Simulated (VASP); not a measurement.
# Pd (Im-3m) in VASP: notebook, part 2 of 2

VASP 6.6.1.

### Step 3. Single point, PBE

Contents of INCAR:

```
ALGO     = Fast           # electronic algorithm
EDIFF    = 1E-6           # SCF threshold, eV
ENCUT    = 520            # plane-wave cutoff, eV
GGA      = PE             # functional
ISIF     = 2              # what is computed and relaxed
ISMEAR   = -1             # smearing method
LASPH    = True           # aspherical terms in the spheres
LCHARG   = True           # write CHGCAR
LELF     = True           # ELF
LREAL    = False          # projectors in reciprocal space
LVHAR    = True         
LWAVE    = False          # write WAVECAR
NBANDS   = 11             # bands
NELM     = 80             # most SCF steps
PREC     = Accurate       # precision mode
SIGMA    = 0.1            # smearing width, eV
```

Contents of KPOINTS:

```
k-points
0
Gamma
  9 9 9
```

Contents of POSCAR:

```
Pd
1.0
   -1.5722810000      1.5722810000      1.5722810000
    1.5722810000     -1.5722810000      1.5722810000
    1.5722810000      1.5722810000     -1.5722810000
Pd
1
Direct
    0.0000000000      0.0000000000      0.0000000000
```

Potentials or basis: VASP PAW PBE potentials, release 64 (Pd).

Started as:

```sh
> cat potpaw_PBE.64/Pd/POTCAR > POTCAR
> mpirun -np 1 vasp_std > vasp.out
```

OUTCAR:

```text
EDIFF = 1E-6
   ENCUT = 520
   GGA = PE
   ISIF = 2
   ISMEAR = -1
   LASPH = True
   LREAL = False
   NELM = 80
   PREC = Accurate

 ion  position               nearest neighbor table
   1  0.000  0.000  0.000-

  LATTYP: Found a body centered cubic cell.
 ALAT       =     3.1445620000

  Lattice vectors:

 A1 = (  -1.5722810000,   1.5722810000,   1.5722810000)
 A2 = (   1.5722810000,  -1.5722810000,   1.5722810000)
 A3 = (   1.5722810000,   1.5722810000,  -1.5722810000)

Analysis of symmetry for initial positions (statically):
=====================================================================
 Subroutine PRICEL returns:
 Original cell was already a primitive cell.

 Routine SETGRP: Setting up the symmetry group for a
 body centered cubic supercell.

 Subroutine GETGRP returns: Found 48 space group operations
 (whereof 48 operations were pure point group operations)
 out of a pool of 48 trial point group operations.

The static configuration has the point symmetry O_h .

Analysis of symmetry for dynamics (positions and initial velocities):
=====================================================================
 Subroutine PRICEL returns:
 Original cell was already a primitive cell.

 Routine SETGRP: Setting up the symmetry group for a
 body centered cubic supercell.

 Subroutine GETGRP returns: Found 48 space group operations
 (whereof 48 operations were pure point group operations)
 out of a pool of 48 trial point group operations.

The dynamic configuration has the point symmetry O_h .

 Subroutine INISYM returns: Found 48 space group operations
 (whereof 48 operations are pure point group operations),
 and found     1 'primitive' translations

----------------------------------------------------------------------------------------

                                     Primitive cell

  volume of cell :      15.5471

  direct lattice vectors                    reciprocal lattice vectors
    -1.572281000  1.572281000  1.572281000     0.000000000  0.318009313  0.318009313
     1.572281000 -1.572281000  1.572281000     0.318009313  0.000000000  0.318009313
     1.572281000  1.572281000 -1.572281000     0.318009313  0.318009313  0.000000000

  length of vectors
     2.723270576  2.723270576  2.723270576     0.449733083  0.449733083  0.449733083

  position of ions in fractional coordinates (direct lattice)
     0.000000000  0.000000000  0.000000000

  ion indices of the primitive-cell ions
   primitive index   ion index
                 1           1

----------------------------------------------------------------------------------------

 KPOINTS: k-points

Automatic generation of k-mesh.
 Grid dimensions read from file:
 generate k-points for:    9    9    9

 Generating k-lattice:

  Cartesian coordinates                     Fractional coordinates (reciprocal lattice)
     0.000000000  0.035334368  0.035334368     0.111111111  0.000000000  0.000000000
     0.035334368  0.000000000  0.035334368     0.000000000  0.111111111  0.000000000
     0.035334368  0.035334368  0.000000000     0.000000000  0.000000000  0.111111111

  Length of vectors
     0.049970343  0.049970343  0.049970343

  Shift w.r.t. Gamma in fractional coordinates (k-lattice)
     0.000000000  0.000000000  0.000000000

 Subroutine IBZKPT returns following result:
 ===========================================

 Found     35 irreducible k-points:

 Following reciprocal coordinates:
            Coordinates               Weight
  0.000000  0.000000  0.000000      1.000000
  0.111111  0.000000  0.000000     12.000000
  0.222222  0.000000  0.000000     12.000000
  0.333333  0.000000  0.000000     12.000000
  0.444444  0.000000  0.000000     12.000000
  0.111111  0.111111  0.000000     24.000000
[... 16 lines left out ...]
 -0.333333  0.444444  0.111111     48.000000
 -0.444444 -0.444444  0.111111     24.000000
 [... further k-points ...]
   k-points           NKPTS =     35   k-points in BZ     NKDIM =     35   number of bands    NBANDS=     11
   number of dos      NEDOS =    301   number of ions     NIONS =      1
   total plane-waves  NPLWV =   8000
   dimension x,y,z NGX =    20 NGY =   20 NGZ =   20
   dimension x,y,z NGXF=    40 NGYF=   40 NGZF=   40
   ions per type =               1
   NGX,Y,Z   is equivalent  to a cutoff of  12.21, 12.21, 12.21 a.u.
   NGXF,Y,Z  is equivalent  to a cutoff of  24.42, 24.42, 24.42 a.u.
 SYSTEM =  unknown system
   PREC   = accura    normal or accurate (medium, high low for compatibility)
   ISTART =      0    job   : 0-new  1-cont  2-samecut
   ICHARG =      2    charge: 1-file 2-atom 10-const
   ISPIN  =      1    spin polarized calculation?
   LNONCOLLINEAR =      F non collinear calculations
   LSORBIT =      F    spin-orbit coupling
   LASPH  =      T    aspherical Exc in radial PAW
   ENCUT  =  520.0 eV  38.22 Ry    6.18 a.u.   5.06  5.06  5.06*2*pi/ulx,y,z
   NELM   =     80;   NELMIN=  2; NELMDL= -5     # of ELM steps
   EDIFF  = 0.1E-05   stopping-criterion for ELM
   LREAL  =      F    real-space projection
   EDIFFG = 0.1E-04   stopping-criterion for IOM
   NSW    =      0    number of steps for IOM
   IBRION =     -1    ionic relax: 0-MD 1-quasi-New 2-CG
   NFREE  =      0    steps in history (QN), initial steepest desc. (CG)
   ISIF   =      2    stress and relaxation
   ISYM   =      2    0-nonsym 1-usesym 2-fastsym
   POTIM  = 0.5000    time-step for ionic-motion
   TEBEG  =    0.0;   TEEND  =   0.0 temperature during run
   PSTRESS=    0.0 pullay stress
   NELECT =      10.0000    total number of electrons
   NUPDOWN=      -1.0000    fix difference up-down
   EMIN   =  10.00;   EMAX   =-10.00  energy-range for DOS
   EFERMI =   0.00;   METHOD = LEGACY
   ISMEAR =    -1;   SIGMA  =   0.10  broadening in eV -4-tet -1-fermi 0-gaus
   EFERMI_NEDOS =   21; number of points for ismear=-14 and -15
   IALGO  =     68    algorithm
   IMIX   =      4    mixing-type and parameters
     AMIX     =   0.40;   BMIX     =  1.00
     AMIX_MAG =   1.60;   BMIX_MAG =  1.00
  volume/ion in A,a.u.               =      15.55       104.92
  Fermi-wavevector in a.u.,A,eV,Ry     =   1.413160  2.670485 27.171123  1.997021
  Thomas-Fermi vector in A             =   2.534834
   LORBIT       =      0    0 simple, 1 ext, 2 COOP (PROOUT), +10 PAW based schemes
   GGA     = PE    functional components
   LHFCALC =     F    Hartree Fock is set to
   AEXX    =    0.0000 exact exchange contribution
   IVDW    =     0    specifies the selected vdW correction
   LEPSILON=     F    determine dielectric tensor
   LRPA    =     F    only Hartree local field effects (RPA)
 non-spin polarized calculation
 RMM-DIIS sequential band-by-band and
  energy-cutoff  :      520.00
  volume of cell :       15.55
 maximum number of plane-waves:       432
   NGX = 11   NGY = 11   NGZ = 11

 number of electron      10.0000005 magnetization

 Free energy of the ion-electron system (eV)
  ---------------------------------------------------
  ext. energy  EPLUGINS =         0.00000000
  ---------------------------------------------------
  free energy    TOTEN  =        -5.20146863 eV

  energy without entropy =       -5.16191906  energy(sigma->0) =       -5.18169384

 E-fermi :   8.9145     XC(G=0): -12.8537

 val. band max:        8.9074461987   @ k =  -0.4444  -0.4444   0.3333
 cond. band min:       9.0094198027   @ k =  -0.4444  -0.4444   0.2222
 fundamental gap:      0.1019736040
 Fermi energy:         8.9144572156

 k-point     1 :       0.0000    0.0000    0.0000
  band No.  band energies     occupation
      1       2.1890      2.00000
      2       6.1944      2.00000
      3       6.1944      2.00000
      4       6.1944      2.00000
      5       8.0326      1.99970
      6       8.0326      1.99970
      7      28.1921      0.00000
      8      28.1921      0.00000
      9      28.1921      0.00000
     10      36.2061      0.00000
     11      36.2071      0.00000
[... 309 lines left out ...]
 k-point    24 :      -0.4444   -0.4444    0.1111
  band No.  band energies     occupation
      1       4.7025      2.00000
      2       5.6971      2.00000
      3       6.3385      2.00000
      4       7.6324      1.99999
      5       9.0705      0.34721
      6      13.5324      0.00000
      7      16.5354      0.00000
      8      21.6290      0.00000
      9      26.5431      0.00000
     10      31.7576      0.00000
     11      32.6469      0.00000

 [... further k-points ...]

------------------------ aborting loop because EDIFF is reached ----------------------------------------

  FORCE on cell =-STRESS in cart. coord.  units (eV):
  Direction    XX          YY          ZZ          XY          YZ          ZX
  --------------------------------------------------------------------------------------
  -------------------------------------------------------------------------------------
  Total       -0.1130282     -0.1130282     -0.1130282      0.0000000      0.0000000     -0.0000000
  in kB      -11.6478796    -11.6478796    -11.6478796      0.0000000      0.0000000     -0.0000000
  external PRESSURE =     -11.6478796 kB  Pullay stress =       0.0000000 kB

 VOLUME and BASIS-vectors are now :
 -----------------------------------------------------------------------------
  energy-cutoff  :      520.00
  volume of cell :       15.55
      direct lattice vectors                 reciprocal lattice vectors
    -1.572281000  1.572281000  1.572281000     0.000000000  0.318009313  0.318009313
     1.572281000 -1.572281000  1.572281000     0.318009313  0.000000000  0.318009313
     1.572281000  1.572281000 -1.572281000     0.318009313  0.318009313  0.000000000

 POSITION                                       TOTAL-FORCE (eV/Angst)
 -----------------------------------------------------------------------------------
      0.00000      0.00000      0.00000         0.000000     -0.000000     -0.000000
 -----------------------------------------------------------------------------------
    total drift:                                0.000000     -0.000000      0.000000

  FREE ENERGIE OF THE ION-ELECTRON SYSTEM (eV)
  ---------------------------------------------------
  free  energy   TOTEN  =        -5.2014686313 eV

  energy  without entropy=       -5.1619190563  energy(sigma->0) =       -5.18169384
```

Wall time 4 s (1 thread of Intel Xeon Platinum 8488C (Sapphire Rapids), shared host); peak memory 0.12 GiB.

What came out:

* Free energy: -5.2015 eV
* Pressure: -1.2 GPa
* Band gap on the k mesh: none (metal or under the smearing width)

Levels at points of the mesh, in eV from the Fermi level:
| k point | band 3 | band 4 | band 5 | band 6 | band 7 | band 8 |
| --- | --- | --- | --- | --- | --- | --- |
| (0.00, 0.00, 0.00) | -2.72 | -2.72 | -0.88 | -0.88 | 19.28 | 19.28 |
